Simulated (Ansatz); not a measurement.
Ag:

```
Ag
1.0
    -1.65565    1.65565    1.65565
     1.65565   -1.65565    1.65565
     1.65565    1.65565   -1.65565
Ag
1
Direct
  0.00000 0.00000 0.00000
```

This isn't the form of Ag at room conditions, which is fcc.

Base run:

- Program: Ansatz 0.2.0
- Functional: LDA
- Potentials or basis: Ansatz PAW
- Cutoff: 420 eV (not typed: the program's choice for these potentials)
- k mesh: 11 × 11 × 11
- Occupations: fermi-dirac, width 0.05 eV
- Spin: no spin polarisation

Its results: band gap on the k mesh none (metal or under the smearing width); pressure -11.5 GPa.

Task: The run is repeated on the same cell with these changes: functional from LDA to PBE; occupations from fermi-dirac, width 0.05 eV to gaussian, width 0.011 eV. What comes out?

Result: Band gap on the k mesh none (metal or under the smearing width); pressure -0.8 GPa.

Caveats: the PAW data sets come from PBE, with cores solved anew for the run's functional, which leaves a small shift of forces and pressure (some runs).
